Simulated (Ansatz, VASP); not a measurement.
# Two plane-wave programs on ZnO

```
Zn O
1.0
     0.00000    2.13377    2.25668
     2.13377    0.00000    2.25668
     2.13377    2.13377    0.00000
Zn O
1 1
Cartesian
  0.0000 0.0000 0.0000
  2.1338 2.1338 2.2567
```

Change from the starting cell: uniaxial_z strain +5.8%.

Alike in both runs: task single point; functional r2SCAN; k mesh 10 × 10 × 10; no spin polarisation.

```csv
,VASP,Ansatz
version,VASP 6.6.1,Ansatz 0.2.0
potentials or method,"VASP PAW PBE potentials, release 64 (Zn, O)","plane waves, PAW"
plane-wave cutoff (eV),520,500
occupations,"gaussian, width 0.01 eV",fixed
valence electrons in the cell,18,18
```

VASP gave:

| Item | Value |
| --- | --- |
| gap on the k mesh at the Fermi level (eV) | 1.14 |
| pressure (GPa) | -7.6 |
| largest component of the traceless stress (GPa) | 2.32 |

Task: Estimate Ansatz's values.

Result: gap on the k mesh at the Fermi level (eV): 1.16; pressure (GPa): -8.8; largest component of the traceless stress (GPa): 1.98.

Caveats: the PAW data sets were made with another functional, which shifts forces and pressure a little (VASP). A k mesh can miss the band edges.
